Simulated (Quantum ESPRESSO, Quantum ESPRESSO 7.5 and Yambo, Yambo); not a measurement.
## Quasiparticle gap of AlAs (F-43m) in Yambo

Aim: the G0W0 gap of AlAs (F-43m) on PBE, step by step.

Main program and level: Quantum ESPRESSO 7.5 and Yambo 5.3.0; PBE and many-body steps on it, plane waves.

**Experimental background.**

- Gap 3.018 eV: lowest direct gap at Gamma; earlier measurement quoted from literature, technique not stated; 300 K; bulk crystal (pure AlAs, literature value used as model input) (quoted in “Simultaneous Measurement of Mid-Infrared Refractive Indices in Thin-Film Heterostructures: Methodology and Results for GaAs/AlGaAs”, 2023, arxiv:2301.08293).

**1. The starting structure**

Symmetry: F-43m, No. 216, cubic system. Conventional cell: a = 5.661 Å, b = 5.661 Å, c = 5.661 Å, α = 90.00°, β = 90.00°, γ = 90.00°. Al has 4 As at 2.45 Å nearest. Nearest to As lie 4 Al at 2.45 Å. Farther neighbours are not listed.

The cell and positions come from the Crystallography Open Database and are kept as given unless a step says otherwise.

**2. Ground state**

This step: Quantum ESPRESSO 7.5; DFT, PBE, plane waves, norm-conserving pseudopotentials.

The ground-state density comes first.

Input file pw.in:

```
&control
  calculation = 'scf'
  prefix = 'x'
  outdir = 'o'
  pseudo_dir = 'pseudo'
/
&system
  ibrav = 0
  nat = 2
  ntyp = 2
  ecutwfc = 76.0
  nbnd = 14
  force_symmorphic = .true.
/
&electrons
  conv_thr = 1e-10
  electron_maxstep = 80
  mixing_beta = 0.5
/
ATOMIC_SPECIES
  Al 26.982 Al.upf
  As 74.922 As.upf
CELL_PARAMETERS angstrom
  0.0000000000 2.8304000000 2.8304000000
  2.8304000000 0.0000000000 2.8304000000
  2.8304000000 2.8304000000 -0.0000000000
ATOMIC_POSITIONS crystal
  Al 0.0000000000 0.0000000000 0.0000000000
  As 0.2500000000 0.2500000000 0.2500000000
K_POINTS automatic
  6 6 6 0 0 0
```

Run with:

```sh
$ OMP_NUM_THREADS=1 mpirun -n 4 pw.x -nk 4 -in pw.in > pw.out
```

The log of the run:

```text
Program PWSCF v.7.5 starts

     This program is part of the open-source Quantum ESPRESSO suite
     for quantum simulation of materials; please cite
         "P. Giannozzi et al., J. Phys.:Condens. Matter 21 395502 (2009);
         "P. Giannozzi et al., J. Phys.:Condens. Matter 29 465901 (2017);
         "P. Giannozzi et al., J. Chem. Phys. 152 154105 (2020);
     in publications or presentations arising from this work. More details at
     Message from routine setup:
     using ibrav=0 with symmetry is DISCOURAGED, use correct ibrav instead

     G-vector sticks info

     bravais-lattice index     =            0
     lattice parameter (alat)  =       7.5642  a.u.
     unit-cell volume          =     306.0343 (a.u.)^3
     number of atoms/cell      =            2
     number of atomic types    =            2
     number of electrons       =        18.00
     number of Kohn-Sham states=           14
     kinetic-energy cutoff     =      76.0000  Ry
     charge density cutoff     =     304.0000  Ry
     scf convergence threshold =      1.0E-10
     mixing beta               =       0.5000
     number of iterations used =            8  plain     mixing
     Exchange-correlation= PBE
                           (   1   4   3   4   0   0   0)

     celldm(1)=   7.564177  celldm(2)=   0.000000  celldm(3)=   0.000000
     celldm(4)=   0.000000  celldm(5)=   0.000000  celldm(6)=   0.000000

     crystal axes: (cart. coord. in units of alat)
               a(1) = (   0.000000   0.707107   0.707107 )
               a(2) = (   0.707107   0.000000   0.707107 )
               a(3) = (   0.707107   0.707107  -0.000000 )

     reciprocal axes: (cart. coord. in units 2 pi/alat)
               b(1) = ( -0.707107  0.707107  0.707107 )
               b(2) = (  0.707107 -0.707107  0.707107 )
               b(3) = (  0.707107  0.707107 -0.707107 )
     Pseudo is Norm-conserving + core correction, Zval =  3.0
     Generated using ONCVPSP code by D. R. Hamann
     Using radial grid of 1876 points,  6 beta functions with:
     Pseudo is Norm-conserving + core correction, Zval = 15.0
     Generated using ONCVPSP code by D. R. Hamann
     Using radial grid of 1358 points,  6 beta functions with:
     Al                3.00    26.98200     Al( 1.00)
     As               15.00    74.92200     As( 1.00)

     24 Sym. Ops. (no inversion) found

   Cartesian axes

     site n.     atom                  positions (alat units)
         1        Al     tau(   1) = (   0.0000000   0.0000000   0.0000000  )
         2        As     tau(   2) = (   0.3535534   0.3535534   0.3535534  )

     number of k points=    16
                       cart. coord. in units 2pi/alat
        k(    1) = (   0.0000000   0.0000000   0.0000000), wk =   0.0092593
        k(    2) = (   0.1178511   0.1178511  -0.1178511), wk =   0.0740741
        k(    3) = (   0.2357023   0.2357023  -0.2357023), wk =   0.0740741
        k(    4) = (  -0.3535534  -0.3535534   0.3535534), wk =   0.0370370
        k(    5) = (   0.2357023   0.0000000  -0.0000000), wk =   0.0555556
        k(    6) = (   0.3535534   0.1178511  -0.1178511), wk =   0.2222222
        k(    7) = (  -0.2357023  -0.4714045   0.4714045), wk =   0.2222222
        k(    8) = (  -0.1178511  -0.3535534   0.3535534), wk =   0.2222222
        k(    9) = (   0.0000000  -0.2357023   0.2357023), wk =   0.1111111
        k(   10) = (   0.4714045   0.0000000  -0.0000000), wk =   0.0555556
     [... 4 further rows ...]
        k(   15) = (  -0.1178511  -0.3535534   0.5892557), wk =   0.2222222
        k(   16) = (  -0.7071068   0.2357023   0.0000000), wk =   0.1111111

     Dense  grid:    27317 G-vectors     FFT dimensions: (  45,  45,  45)

     Initial potential from superposition of free atoms

     starting charge      17.9973, renormalised to      18.0000
     Starting wfcs are   13 randomized atomic wfcs +    1 random wfcs

     per-process dynamical memory:    24.5 Mb

     Self-consistent Calculation

     iteration #  1     ecut=    76.00 Ry     beta= 0.50

     Threshold (ethr) on eigenvalues was too large:
     Diagonalizing with lowered threshold

     total energy              =    -216.83202869 Ry
     estimated scf accuracy    <       0.06482103 Ry

     iteration #  2     ecut=    76.00 Ry     beta= 0.50

     total energy              =    -216.83790186 Ry
     estimated scf accuracy    <       0.00694538 Ry

     iteration #  3     ecut=    76.00 Ry     beta= 0.50

     total energy              =    -216.83811249 Ry
     estimated scf accuracy    <       0.00089558 Ry

     iteration #  4     ecut=    76.00 Ry     beta= 0.50

     total energy              =    -216.83816217 Ry
     estimated scf accuracy    <       0.00002038 Ry

     iteration #  5     ecut=    76.00 Ry     beta= 0.50

     total energy              =    -216.83816659 Ry
     estimated scf accuracy    <       0.00000077 Ry

     iteration #  6     ecut=    76.00 Ry     beta= 0.50

     total energy              =    -216.83816683 Ry
     estimated scf accuracy    <       0.00000005 Ry

     iteration #  7     ecut=    76.00 Ry     beta= 0.50

     total energy              =    -216.83816684 Ry
     estimated scf accuracy    <       0.00000002 Ry

     iteration #  8     ecut=    76.00 Ry     beta= 0.50

     total energy              =    -216.83816684 Ry
     estimated scf accuracy    <          6.4E-09 Ry

     iteration #  9     ecut=    76.00 Ry     beta= 0.50

     total energy              =    -216.83816684 Ry
     estimated scf accuracy    <          9.9E-10 Ry

     iteration # 10     ecut=    76.00 Ry     beta= 0.50

     total energy              =    -216.83816684 Ry
     estimated scf accuracy    <          3.3E-10 Ry

     iteration # 11     ecut=    76.00 Ry     beta= 0.50

     total energy              =    -216.83816684 Ry
     estimated scf accuracy    <          1.9E-10 Ry

     iteration # 12     ecut=    76.00 Ry     beta= 0.50

     End of self-consistent calculation

          k = 0.0000 0.0000 0.0000 (  3479 PWs)   bands (ev):

   -27.9514 -27.9514 -27.9514 -27.9402 -27.9402  -5.3642   6.5055   6.5055
     6.5055   8.5505  10.7992  10.7992  10.7992  15.5501

          k = 0.1179 0.1179-0.1179 (  3443 PWs)   bands (ev):

   -27.9513 -27.9509 -27.9509 -27.9398 -27.9398  -5.0965   4.4093   6.2427
     6.2427   9.3270  11.2357  11.2357  11.7020  14.7626

          k = 0.2357 0.2357-0.2357 (  3428 PWs)   bands (ev):

   -27.9510 -27.9505 -27.9505 -27.9397 -27.9397  -4.4190   2.0154   5.8425
     5.8425   8.8738  11.3737  11.3737  14.0071  15.5776

          k =-0.3536-0.3536 0.3536 (  3426 PWs)   bands (ev):

     [... further k-points ...]

     highest occupied, lowest unoccupied level (ev):     6.5055    7.9419

!    total energy              =    -216.83816684 Ry
     estimated scf accuracy    <          6.4E-12 Ry

     The total energy is the sum of the following terms:
     one-electron contribution =    -135.01285464 Ry
     hartree contribution      =      74.92242100 Ry
     xc contribution           =     -49.70900715 Ry
     ewald contribution        =    -107.03872604 Ry

     convergence has been achieved in  12 iterations

     XML data file, charge density, pseudopotentials, collected wavefunctions

=------------------------------------------------------------------------------=
   JOB DONE.
=------------------------------------------------------------------------------=
```

It took 6 s on 4 MPI ranks of Arm Neoverse V1, shared host; peak memory 0.24 GiB.

This step gave:

```
total energy               : -2950.2336 eV
gap                        : 1.436 eV
k of the valence top       : 0, 0, 0
k of the conduction bottom : 0, -0.5, -0.5
least direct gap           : 2.045 eV
```

The gap is indirect, with the least direct gap 0.61 eV higher.

**3. Bands along the symmetry lines**

Levels along a band path, at the cheap level, show where the edges lie and whether the meshes to come will hold them.

Input file pw.in:

```
&control
  calculation = 'bands'
  prefix = 'x'
  outdir = 'o'
  pseudo_dir = 'pseudo'
/
&system
  ibrav = 0
  nat = 2
  ntyp = 2
  ecutwfc = 76.0
  nbnd = 15
  force_symmorphic = .true.
/
&electrons
  conv_thr = 1e-9
  electron_maxstep = 80
  diago_full_acc = .true.
  diago_thr_init = 5e-6
/
ATOMIC_SPECIES
  Al 26.982 Al.upf
  As 74.922 As.upf
CELL_PARAMETERS angstrom
  0.0000000000 2.8304000000 2.8304000000
  2.8304000000 0.0000000000 2.8304000000
  2.8304000000 2.8304000000 -0.0000000000
ATOMIC_POSITIONS crystal
  Al 0.0000000000 0.0000000000 0.0000000000
  As 0.2500000000 0.2500000000 0.2500000000
K_POINTS crystal
  50
  0.00000000 0.00000000 0.00000000 1
  -0.06250000 -0.06250000 0.00000000 1
  -0.12500000 -0.12500000 0.00000000 1
  -0.18750000 -0.18750000 0.00000000 1
  -0.25000000 -0.25000000 0.00000000 1
  -0.31250000 -0.31250000 0.00000000 1
  -0.37500000 -0.37500000 0.00000000 1
  -0.43750000 -0.43750000 0.00000000 1
  -0.50000000 -0.50000000 0.00000000 1
  -0.48437500 -0.48437500 0.03125000 1
  -0.46875000 -0.46875000 0.06250000 1
  -0.45312500 -0.45312500 0.09375000 1
  -0.43750000 -0.43750000 0.12500000 1
  -0.42187500 -0.42187500 0.15625000 1
  -0.40625000 -0.40625000 0.18750000 1
  -0.39062500 -0.39062500 0.21875000 1
  -0.37500000 -0.37500000 0.25000000 1
  -0.37500000 0.00000000 0.37500000 1
  -0.32812500 0.00000000 0.32812500 1
  -0.28125000 0.00000000 0.28125000 1
  -0.23437500 0.00000000 0.23437500 1
  -0.18750000 0.00000000 0.18750000 1
  -0.14062500 0.00000000 0.14062500 1
  -0.09375000 0.00000000 0.09375000 1
  -0.04687500 0.00000000 0.04687500 1
  0.00000000 0.00000000 0.00000000 1
  0.00000000 0.00000000 0.06250000 1
  0.00000000 0.00000000 0.12500000 1
  0.00000000 0.00000000 0.18750000 1
  0.00000000 0.00000000 0.25000000 1
  0.00000000 0.00000000 0.31250000 1
  0.00000000 0.00000000 0.37500000 1
  0.00000000 0.00000000 0.43750000 1
  -0.00000000 -0.00000000 0.50000000 1
  -0.06250000 -0.03125000 0.46875000 1
  -0.12500000 -0.06250000 0.43750000 1
  -0.18750000 -0.09375000 0.40625000 1
  -0.25000000 -0.12500000 0.37500000 1
  -0.31250000 -0.15625000 0.34375000 1
  -0.37500000 -0.18750000 0.31250000 1
  -0.43750000 -0.21875000 0.28125000 1
  -0.50000000 -0.25000000 0.25000000 1
  -0.50000000 -0.28125000 0.21875000 1
  -0.50000000 -0.31250000 0.18750000 1
  -0.50000000 -0.34375000 0.15625000 1
  -0.50000000 -0.37500000 0.12500000 1
  -0.50000000 -0.40625000 0.09375000 1
  -0.50000000 -0.43750000 0.06250000 1
  -0.50000000 -0.46875000 0.03125000 1
  -0.50000000 -0.50000000 0.00000000 1
```

The log of the run:

```text
[banner, memory and clock lines left out]
Program PWSCF v.7.5 starts

     Atomic positions and unit cell read from directory:
     o/x.save/

     Message from routine setup:
     using ibrav=0 with symmetry is DISCOURAGED, use correct ibrav instead

     G-vector sticks info

     bravais-lattice index     =            0
     lattice parameter (alat)  =       7.5642  a.u.
     unit-cell volume          =     306.0343 (a.u.)^3
     number of atoms/cell      =            2
     number of atomic types    =            2
     number of electrons       =        18.00
     number of Kohn-Sham states=           15
     kinetic-energy cutoff     =      76.0000  Ry
     charge density cutoff     =     304.0000  Ry
     Exchange-correlation= PBE
                           (   1   4   3   4   0   0   0)

     celldm(1)=   7.564177  celldm(2)=   0.000000  celldm(3)=   0.000000
     celldm(4)=   0.000000  celldm(5)=   0.000000  celldm(6)=   0.000000

     crystal axes: (cart. coord. in units of alat)
               a(1) = (   0.000000   0.707107   0.707107 )
               a(2) = (   0.707107   0.000000   0.707107 )
               a(3) = (   0.707107   0.707107  -0.000000 )

     reciprocal axes: (cart. coord. in units 2 pi/alat)
               b(1) = ( -0.707107  0.707107  0.707107 )
               b(2) = (  0.707107 -0.707107  0.707107 )
               b(3) = (  0.707107  0.707107 -0.707107 )
     Pseudo is Norm-conserving + core correction, Zval =  3.0
     Generated using ONCVPSP code by D. R. Hamann
     Using radial grid of 1876 points,  6 beta functions with:
     Pseudo is Norm-conserving + core correction, Zval = 15.0
     Generated using ONCVPSP code by D. R. Hamann
     Using radial grid of 1358 points,  6 beta functions with:
     Al                3.00    26.98200     Al( 1.00)
     As               15.00    74.92200     As( 1.00)

     24 Sym. Ops. (no inversion) found

   Cartesian axes

     site n.     atom                  positions (alat units)
         1        Al     tau(   1) = (   0.0000000   0.0000000   0.0000000  )
         2        As     tau(   2) = (   0.3535534   0.3535534   0.3535534  )

     number of k points=    50
                       cart. coord. in units 2pi/alat
        k(    1) = (   0.0000000   0.0000000   0.0000000), wk =   0.0400000
        k(    2) = (   0.0000000   0.0000000  -0.0883883), wk =   0.0400000
        k(    3) = (   0.0000000   0.0000000  -0.1767767), wk =   0.0400000
[...]
[... 38 further rows ...]
        k(   49) = (   0.0441942  -0.0000000  -0.7071068), wk =   0.0400000
        k(   50) = (   0.0000000   0.0000000  -0.7071068), wk =   0.0400000

     Dense  grid:    27317 G-vectors     FFT dimensions: (  45,  45,  45)

     The potential is recalculated from file :
     o/x.save/charge-density

     Starting wfcs are   13 randomized atomic wfcs +    2 random wfcs

     Band Structure Calculation

     End of band structure calculation

          k = 0.0000 0.0000 0.0000 (  3479 PWs)   bands (ev):

   -27.9514 -27.9514 -27.9514 -27.9402 -27.9402  -5.3642   6.5055   6.5055
     6.5055   8.5505  10.7992  10.7992  10.7992  15.5501  15.5502

          k = 0.0000 0.0000-0.0884 (  3447 PWs)   bands (ev):

   -27.9513 -27.9510 -27.9510 -27.9400 -27.9400  -5.3127   6.0180   6.3611
     6.3611   9.0644  10.6095  11.0223  11.0223  14.9259  15.6205

          k = 0.0000 0.0000-0.1768 (  3439 PWs)   bands (ev):

   -27.9513 -27.9508 -27.9508 -27.9399 -27.9399  -5.1603   5.1254   6.0070
     6.0070   9.9651  10.1578  11.6090  11.6090  13.9042  15.8269

          k =-0.0000 0.0000-0.2652 (  3439 PWs)   bands (ev):

[...]
k = 0.0000 0.0000-0.3536 (  3479 PWs)   bands (ev):

[...]
k = 0.0000-0.0000-0.4419 (  3435 PWs)   bands (ev):

[...]
k =-0.0000 0.0000-0.5303 (  3423 PWs)   bands (ev):

[...]
k = 0.0000-0.0000-0.6187 (  3418 PWs)   bands (ev):

[...]
k = 0.5303-0.0000-0.5303 (  3430 PWs)   bands (ev):

[...]
k = 0.0000 0.0000 0.0000 (  3479 PWs)   bands (ev):

[...]
k = 0.1326 0.0000-0.7071 (  3402 PWs)   bands (ev):

[...]
k = 0.0884-0.0000-0.7071 (  3412 PWs)   bands (ev):

[...]
k = 0.0442-0.0000-0.7071 (  3398 PWs)   bands (ev):

   -27.9521 -27.9491 -27.9489 -27.9402 -27.9388  -3.3981   1.0900   4.2901
     4.3006   8.0181   8.8853  16.6169  16.8033  17.9232  19.0723

          k = 0.0000 0.0000-0.7071 (  3378 PWs)   bands (ev):

   -27.9521 -27.9488 -27.9488 -27.9401 -27.9387  -3.3993   1.0797   4.3329
     4.3329   7.9419   8.8067  16.8308  16.8309  18.2616  19.1700

     XML data file, pseudopotentials, collected wavefunctions
```

Elapsed: 5 s, on 4 MPI ranks; peak memory 0.22 GiB.

This step gave:

```yaml
gap: 1.436 eV
k_of_the_valence_top: 0, 0, 0
k_of_the_conduction_bottom: -0.5, -0.5, 0
least_direct_gap: 2.045 eV
```

The gap is 1.436 eV, as in the run before at this level.

The electronic bands at the labelled points (eV, zero at the top of the highest filled band):

| point | band 6 | band 7 | band 8 | band 9 | band 10 | band 11 | band 12 | band 13 |
| --- | --- | --- | --- | --- | --- | --- | --- | --- |
| Γ | -11.87 | 0.00 | 0.00 | 0.00 | 2.04 | 4.29 | 4.29 | 4.29 |
| halfway | -11.09 | -3.21 | -1.34 | -1.34 | 2.59 | 3.78 | 6.84 | 6.84 |
| X | -9.90 | -5.43 | -2.17 | -2.17 | 1.44 | 2.30 | 10.33 | 10.33 |
| halfway | -9.90 | -5.35 | -2.71 | -2.08 | 1.80 | 3.03 | 9.53 | 9.58 |
| U | -9.94 | -5.17 | -3.41 | -1.80 | 2.24 | 4.98 | 8.18 | 8.33 |
| jump to K | -9.94 | -5.17 | -3.41 | -1.80 | 2.24 | 4.98 | 8.18 | 8.33 |
| halfway | -11.03 | -3.68 | -2.00 | -0.46 | 3.71 | 4.97 | 5.18 | 5.93 |
| Γ | -11.87 | 0.00 | 0.00 | 0.00 | 2.04 | 4.29 | 4.29 | 4.29 |
| halfway | -11.29 | -3.38 | -0.48 | -0.48 | 2.62 | 4.92 | 4.92 | 6.45 |
| L | -10.45 | -5.57 | -0.82 | -0.82 | 2.14 | 4.69 | 4.69 | 7.76 |
| halfway | -10.19 | -5.26 | -2.69 | -1.54 | 3.67 | 4.25 | 6.69 | 7.66 |
| W | -9.87 | -5.08 | -3.18 | -2.82 | 4.33 | 5.65 | 5.71 | 6.07 |
| halfway | -9.89 | -5.28 | -2.69 | -2.54 | 2.50 | 3.41 | 8.13 | 8.86 |
| X | -9.90 | -5.43 | -2.17 | -2.17 | 1.44 | 2.30 | 10.33 | 10.33 |

The electronic bands as a text plot (rows in eV, shown from -8.0 to 6.9 only):

```
    6.6 |    +++           +++              +         ++++ ++
    6.0 |    +              +++++++                  +   +++
    5.3 |  ++                 +++  ++      +        +    + +
    4.7 | +              ++     ++++++   +++++++++++   ++   +
    4.1 |++  +                     ++++++           ++++++++
    3.5 |  ++ ++++      +     +++++++                ++     ++
    2.9 | +  +++  +    +   +++       +   ++++       +         ++
    2.2 |+      ++ ++++  ++           +++    +++++++         ++ +
    1.6 |         +++++++                                      ++
    1.0 |
    0.4 |
   -0.2 |****                   *************
   -0.9 |    *              ****   ***       ********
   -1.5 |  ** ****         *     ****    **         ***
   -2.1 |    *    *********     *                    * **     ***
   -2.7 |              **     ** **        *          *  ******
   -3.3 |     **         *****              *          *****
   -4.0 |       **              *            **
   -4.6 |         *         ****
   -5.2 |          *********                   **   *************
   -5.8 |                                        ***
   -6.4 |
   -7.1 |
   -7.7 |
         Γ           X  U|K            Γ         L        W     X
```

(Continued in part 2 of 3.)

[Paths, hosts, dates, memory and timing lines, banners, echoed tables and standing remarks are left out of the program output.]

[Logs are printed without paths, hosts, clocks, repeated set-up lines and the standing remarks that a program may print on its own settings, such as how far it seeks lower states.]

[Runs of the session that timed out or met a known fault of the program may be left out.]

[Hosts, paths, dates, database ids (printed as entryN), source tags and the programs' standing remarks are cut or masked in the printed files.]
